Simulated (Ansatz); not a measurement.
**Ru: further runs on the relaxed cell**

One table from this session's results is given with a row withheld; the runs are named, their logs left out.

Program: Ansatz 0.2.0. Level of theory: DFT PBEsol, scalar-relativistic, plane waves, PAW. These are calculated values, not measurements.

1 further run of the same task is left out (set aside as unsound or not needed).

**The structure to begin with**

The structure is hexagonal, space group P6_3/mmc (No. 194). The conventional cell has a = 2.690 Å, b = 2.690 Å, c = 4.252 Å, α = 90.00°, β = 90.00°, γ = 120.00°. Around Ru (site symmetry -6m2) lie 12 Ru at 2.63 to 2.69 Å.

As a file:

```xyz
2
Lattice="2.6895 0.0000 0.0000 -1.3448 2.3292 0.0000 0.0000 0.0000 4.2519" Properties=species:S:1:pos:R:3 pbc="T T T"
Ru    0.0000    1.5528    1.0630
Ru    1.3448    0.7764    3.1889
```

It is the result of an earlier relaxation at this level (volume 13.32 Å³/atom; gap on the mesh: none (metal)).

Set-up of the first run:

Input file input.yaml:

```yaml
crystal:
  lattice:
    - [2.6895240086, 0.0, 0.0]
    - [-1.3447620043, 2.3291961155, 0.0]
    - [0.0, 0.0, 4.2519209257]
  atoms:
    - { symbol: Ru, position: [0.3333333333, 0.6666666667, 0.25] }
    - { symbol: Ru, position: [0.6666666667, 0.3333333333, 0.75] }
basis:
  ecutwfc: 420
kpoints:
  mp_grid: { grid: [18, 18, 10] }
  band_path:
    path:
      - [[0.0, 0.0, 0.0], [0.5, 0.0, 0.0], [0.33333333, 0.33333333, 0.0], [0.0, 0.0, 0.0], [0.0, 0.0, 0.5], [0.5, 0.0, 0.5], [0.33333333, 0.33333333, 0.5], [0.0, 0.0, 0.5]]
      - [[0.5, 0.0, 0.5], [0.5, 0.0, 0.0]]
      - [[0.33333333, 0.33333333, 0.5], [0.33333333, 0.33333333, 0.0]]
    npoints: 14
hamiltonian:
  xc: pbesol
scf:
  occupations: { method: gaussian, width: 0.1 }
  n_extra_bands: 6
output:
  forces: true
  stress: true
  eigenvalues: true
  populations: true
  dos: { projected: true, de: 0.02, nscf_kmesh: { grid: [27, 27, 15] } }
  bader: true
  write_density: true
  write_potential: true
  elf: true
  volumetric_format: npy
```

The run is started by

```bash
ansatz run input.yaml --threads 1 --pin off --max-ram 2560MiB --backend cpu --events-out ev --progress --plain --runs-dir out
```

Steps of the session up to this table: Bands, states and charges; Back to the database's cell; Volume × 0.97; Volume × 1.03; The cell scaled to 0.94 of its volume; Point at V/V0 = 1.06; The cell scaled to 0.91 of its volume; Volume × 1.10; Volume × 0.88.

One of the session's tables, all rows but one given; the rest of the session is left out.

It belongs to the step «Energy against volume». 

| volume (Å³/atom) | energy above the lowest point (meV/atom) | pressure (GPa) |
| --- | --- | --- |
| 11.720 | 264.8 | 60.03 |
| 12.119 | 139.7 | 40.94 |
| 12.519 | 58.3 | 24.88 |
| 12.918 | 13.7 | 11.37 |
| 13.318 | 0.0 | 0.01 |
| 13.717 | 12.3 | -9.53 |
| 14.117 | ? | ? |
| 14.650 | 119.9 | -26.20 |

Estimate the missing values for volume (Å³/atom) = 14.117.

Worked estimate for «energy above the lowest point (meV/atom)». A straight line through the neighbours (13.717, 12.3) and (14.650, 119.9) gives 12.3 + (119.9 − 12.3) × (14.117 − 13.717) / (14.650 − 13.717) = 58.4; a parabola fitted to 3 rows on both sides gives 44.9.

As computed: energy above the lowest point (meV/atom): 46.5; pressure (GPa): -17.54. In «energy above the lowest point (meV/atom)» the line misses by +11.9 and the parabola by -1.6.
